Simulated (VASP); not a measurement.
# Y (Im-3m) in VASP: single point with PBEsol

Aim: the single point of Y with PBEsol.

All numbers are computed with VASP 6.6.1; they aren't measurements. Logs are shortened: lines on timing, memory, paths and dates and some standing lists are left out, and cuts for length are marked.

## 1. The crystal as given

Symmetry: Im-3m, No. 229, cubic system. The conventional cell has a = 3.785 Å, b = 3.785 Å, c = 3.785 Å, α = 90.00°, β = 90.00°, γ = 90.00°. Y (site symmetry m-3m) has 8 Y at 3.28 Å as nearest neighbours.

The cell was built by a generator and needn't be a form met in nature.

## 2. Single point, PBEsol

Contents of INCAR:

```
SYSTEM = Y
ALGO = Normal
EDIFF = 1E-7
ENCUT = 520
GGA = PS
ISIF = 2
ISMEAR = -1
LASPH = .True.
LCHARG = .True.
LELF = .True.
LREAL = .False.
LVHAR = .True.
LWAVE = .False.
NBANDS = 12
NELM = 80
PREC = Accurate
SIGMA = 0.1
```

Contents of KPOINTS:

```
k-points
0
Gamma
  12 12 12
  0 0 0
```

Contents of POSCAR:

```
Y
1.0
   -1.8922660000      1.8922660000      1.8922660000
    1.8922660000     -1.8922660000      1.8922660000
    1.8922660000      1.8922660000     -1.8922660000
Y
1
Direct
    0.0000000000      0.0000000000      0.0000000000
```

Potentials or basis: VASP PAW PBE potentials, release 64 (Y_sv).

Command:

```bash
cat potpaw_PBE.64/Y_sv/POTCAR > POTCAR
mpirun -np 1 vasp_std > vasp.out
```

OUTCAR:

```text
SYSTEM = Y
   EDIFF = 1E-7
   ENCUT = 520
   GGA = PS
   ISIF = 2
   ISMEAR = -1
   LASPH = .True.
   LREAL = .False.
   NELM = 80
   PREC = Accurate

 ion  position               nearest neighbor table
   1  0.000  0.000  0.000-

  LATTYP: Found a body centered cubic cell.
 ALAT       =     3.7845320000

  Lattice vectors:

 A1 = (  -1.8922660000,   1.8922660000,   1.8922660000)
 A2 = (   1.8922660000,  -1.8922660000,   1.8922660000)
 A3 = (   1.8922660000,   1.8922660000,  -1.8922660000)

Analysis of symmetry for initial positions (statically):
=====================================================================
 Subroutine PRICEL returns:
 Original cell was already a primitive cell.

 Routine SETGRP: Setting up the symmetry group for a
 body centered cubic supercell.

 Subroutine GETGRP returns: Found 48 space group operations
 (whereof 48 operations were pure point group operations)
 out of a pool of 48 trial point group operations.

The static configuration has the point symmetry O_h .

Analysis of symmetry for dynamics (positions and initial velocities):
=====================================================================
 Subroutine PRICEL returns:
 Original cell was already a primitive cell.

 Routine SETGRP: Setting up the symmetry group for a
 body centered cubic supercell.

 Subroutine GETGRP returns: Found 48 space group operations
 (whereof 48 operations were pure point group operations)
 out of a pool of 48 trial point group operations.

The dynamic configuration has the point symmetry O_h .

 Subroutine INISYM returns: Found 48 space group operations
 (whereof 48 operations are pure point group operations),
 and found     1 'primitive' translations

----------------------------------------------------------------------------------------

                                     Primitive cell

  volume of cell :      27.1023

  direct lattice vectors                    reciprocal lattice vectors
    -1.892266000  1.892266000  1.892266000     0.000000000  0.264233464  0.264233464
     1.892266000 -1.892266000  1.892266000     0.264233464  0.000000000  0.264233464
     1.892266000  1.892266000 -1.892266000     0.264233464  0.264233464  0.000000000

  length of vectors
     3.277500853  3.277500853  3.277500853     0.373682548  0.373682548  0.373682548

  position of ions in fractional coordinates (direct lattice)
     0.000000000  0.000000000  0.000000000

  ion indices of the primitive-cell ions
   primitive index   ion index
                 1           1

----------------------------------------------------------------------------------------

 KPOINTS: k-points

Automatic generation of k-mesh.
 Grid dimensions read from file:
 generate k-points for:   12   12   12

 Generating k-lattice:

  Cartesian coordinates                     Fractional coordinates (reciprocal lattice)
     0.000000000  0.022019455  0.022019455     0.083333333  0.000000000  0.000000000
     0.022019455  0.000000000  0.022019455     0.000000000  0.083333333  0.000000000
     0.022019455  0.022019455  0.000000000     0.000000000  0.000000000  0.083333333

  Length of vectors
     0.031140212  0.031140212  0.031140212

  Shift w.r.t. Gamma in fractional coordinates (k-lattice)
     0.000000000  0.000000000  0.000000000

 Subroutine IBZKPT returns following result:
 ===========================================

 Found     72 irreducible k-points:

 Following reciprocal coordinates:
            Coordinates               Weight
  0.000000  0.000000  0.000000      1.000000
  0.083333  0.000000  0.000000     12.000000
  0.166667  0.000000  0.000000     12.000000
  0.250000  0.000000  0.000000     12.000000
  0.333333  0.000000  0.000000     12.000000
  0.416667  0.000000  0.000000     12.000000
[... 16 lines left out ...]
  0.333333  0.083333  0.083333     24.000000
  0.416667  0.083333  0.083333     12.000000
 [... further k-points ...]
   k-points           NKPTS =     72   k-points in BZ     NKDIM =     72   number of bands    NBANDS=     12
   number of dos      NEDOS =    301   number of ions     NIONS =      1
   total plane-waves  NPLWV =  13824
   dimension x,y,z NGX =    24 NGY =   24 NGZ =   24
   dimension x,y,z NGXF=    48 NGYF=   48 NGZF=   48
   ions per type =               1
   NGX,Y,Z   is equivalent  to a cutoff of  12.17, 12.17, 12.17 a.u.
   NGXF,Y,Z  is equivalent  to a cutoff of  24.35, 24.35, 24.35 a.u.
 SYSTEM =  Y
   PREC   = accura    normal or accurate (medium, high low for compatibility)
   ISTART =      0    job   : 0-new  1-cont  2-samecut
   ICHARG =      2    charge: 1-file 2-atom 10-const
   ISPIN  =      1    spin polarized calculation?
   LNONCOLLINEAR =      F non collinear calculations
   LSORBIT =      F    spin-orbit coupling
   LASPH  =      T    aspherical Exc in radial PAW
   ENCUT  =  520.0 eV  38.22 Ry    6.18 a.u.   6.09  6.09  6.09*2*pi/ulx,y,z
   NELM   =     80;   NELMIN=  2; NELMDL= -5     # of ELM steps
   EDIFF  = 0.1E-06   stopping-criterion for ELM
   LREAL  =      F    real-space projection
   EDIFFG = 0.1E-05   stopping-criterion for IOM
   NSW    =      0    number of steps for IOM
   IBRION =     -1    ionic relax: 0-MD 1-quasi-New 2-CG
   NFREE  =      0    steps in history (QN), initial steepest desc. (CG)
   ISIF   =      2    stress and relaxation
   ISYM   =      2    0-nonsym 1-usesym 2-fastsym
   POTIM  = 0.5000    time-step for ionic-motion
   TEBEG  =    0.0;   TEEND  =   0.0 temperature during run
   PSTRESS=    0.0 pullay stress
   NELECT =      11.0000    total number of electrons
   NUPDOWN=      -1.0000    fix difference up-down
   EMIN   =  10.00;   EMAX   =-10.00  energy-range for DOS
   EFERMI =   0.00;   METHOD = LEGACY
   ISMEAR =    -1;   SIGMA  =   0.10  broadening in eV -4-tet -1-fermi 0-gaus
   EFERMI_NEDOS =   21; number of points for ismear=-14 and -15
   IALGO  =     38    algorithm
   IMIX   =      4    mixing-type and parameters
     AMIX     =   0.40;   BMIX     =  1.00
     AMIX_MAG =   1.60;   BMIX_MAG =  1.00
  volume/ion in A,a.u.               =      27.10       182.90
  Fermi-wavevector in a.u.,A,eV,Ry     =   1.212096  2.290529 19.989350  1.469176
  Thomas-Fermi vector in A             =   2.347590
   LORBIT       =      0    0 simple, 1 ext, 2 COOP (PROOUT), +10 PAW based schemes
   GGA     = PS    functional components
   LHFCALC =     F    Hartree Fock is set to
   AEXX    =    0.0000 exact exchange contribution
   IVDW    =     0    specifies the selected vdW correction
   LEPSILON=     F    determine dielectric tensor
   LRPA    =     F    only Hartree local field effects (RPA)
 non-spin polarized calculation
  energy-cutoff  :      520.00
  volume of cell :       27.10
 maximum number of plane-waves:       746
   NGX = 13   NGY = 13   NGZ = 13

 number of electron      10.9999999 magnetization

 Free energy of the ion-electron system (eV)
  ---------------------------------------------------
  ext. energy  EPLUGINS =         0.00000000
  ---------------------------------------------------
  free energy    TOTEN  =        -6.64270797 eV

  energy without entropy =       -6.57367301  energy(sigma->0) =       -6.60819049

 E-fermi :   4.0016     XC(G=0): -10.3146

 val. band max:        3.9917463271   @ k =   0.3333   0.3333   0.0000
 cond. band min:       4.0081218860   @ k =   0.5000   0.0000   0.0000
 fundamental gap:      0.0163755589
 Fermi energy:         4.0016075263

 k-point     1 :       0.0000    0.0000    0.0000
  band No.  band energies     occupation
      1     -38.3110      2.00000
      2     -17.8270      2.00000
      3     -17.8270      2.00000
      4     -17.8270      2.00000
      5      -1.0786      2.00000
      6       5.8641      0.00000
      7       5.8641      0.00000
      8       5.8641      0.00000
      9       8.2344      0.00000
     10       8.2344      0.00000
     11      14.9810      0.00000
     12      14.9810      0.00000

 k-point     2 :       0.0833    0.0000    0.0000
  band No.  band energies     occupation
      1     -38.3009      2.00000
      2     -17.9023      2.00000
      3     -17.8491      2.00000
      4     -17.8277      2.00000
      5      -0.8522      2.00000
      6       5.6934      0.00000
      7       5.7829      0.00000
      8       6.0854      0.00000
      9       7.9666      0.00000
     10       8.2233      0.00000
     11      15.2079      0.00000
     12      15.4052      0.00000

 k-point     3 :       0.1667    0.0000    0.0000
  band No.  band energies     occupation
      1     -38.2731      2.00000
      2     -18.1024      2.00000
      3     -17.9090      2.00000
      4     -17.8297      2.00000
      5      -0.2281      2.00000
      6       5.2768      0.00001
      7       5.4257      0.00000
      8       6.7351      0.00000
      9       7.6887      0.00000
     10       8.2315      0.00000
     11      15.6288      0.00000
     12      16.5761      0.00000
[... 286 lines left out ...]
 k-point    23 :       0.3333    0.0833    0.0833
  band No.  band energies     occupation
      1     -38.1638      2.00000
      2     -18.7436      2.00000
      3     -18.1654      2.00000
      4     -17.9041      2.00000
      5       2.0887      2.00000
      6       3.9673      1.17009
      7       4.7863      0.00078
      8       8.4188      0.00000
      9       8.9477      0.00000
     10      11.1052      0.00000
     11      13.8279      0.00000
     12      13.8522      0.00000

 k-point    24 :       0.4167    0.0833    0.0833
  band No.  band energies     occupation
      1     -38.1545      2.00000
      2     -18.7873      2.00000
      3     -18.1973      2.00000
      4     -17.9065      2.00000
      5       2.1248      2.00000
      6       3.8938      1.49210
      7       5.1359      0.00002
      8       8.4390      0.00000
      9       9.0686      0.00000
     10      11.7437      0.00000
     11      13.1469      0.00000
     12      13.4795      0.00000

 [... further k-points ...]

------------------------ aborting loop because EDIFF is reached ----------------------------------------

  FORCE on cell =-STRESS in cart. coord.  units (eV):
  Direction    XX          YY          ZZ          XY          YZ          ZX
  --------------------------------------------------------------------------------------
  -------------------------------------------------------------------------------------
  Total        1.2270898      1.2270898      1.2270898      0.0000000      0.0000000     -0.0000000
  in kB       72.5404729     72.5404729     72.5404729      0.0000000      0.0000000     -0.0000000
  external PRESSURE =      72.5404729 kB  Pullay stress =       0.0000000 kB

 VOLUME and BASIS-vectors are now :
 -----------------------------------------------------------------------------
  energy-cutoff  :      520.00
  volume of cell :       27.10
      direct lattice vectors                 reciprocal lattice vectors
    -1.892266000  1.892266000  1.892266000     0.000000000  0.264233464  0.264233464
     1.892266000 -1.892266000  1.892266000     0.264233464  0.000000000  0.264233464
     1.892266000  1.892266000 -1.892266000     0.264233464  0.264233464  0.000000000

 POSITION                                       TOTAL-FORCE (eV/Angst)
 -----------------------------------------------------------------------------------
      0.00000      0.00000      0.00000         0.000000     -0.000000      0.000000
 -----------------------------------------------------------------------------------
    total drift:                                0.000000      0.000000     -0.000000

  FREE ENERGIE OF THE ION-ELECTRON SYSTEM (eV)
  ---------------------------------------------------
  free  energy   TOTEN  =        -6.6427079744 eV

  energy  without entropy=       -6.5736730051  energy(sigma->0) =       -6.60819049
```

Wall time 16 s (1 thread of Intel Xeon Platinum 8488C (Sapphire Rapids), shared host); peak memory 0.16 GiB.

Results:

- Free energy: -6.6427 eV
- Pressure: 7.3 GPa
- Band gap on the k mesh: none (metal or under the smearing width)

Caveat: the PAW data sets were made with another functional, which shifts forces and pressure a little.
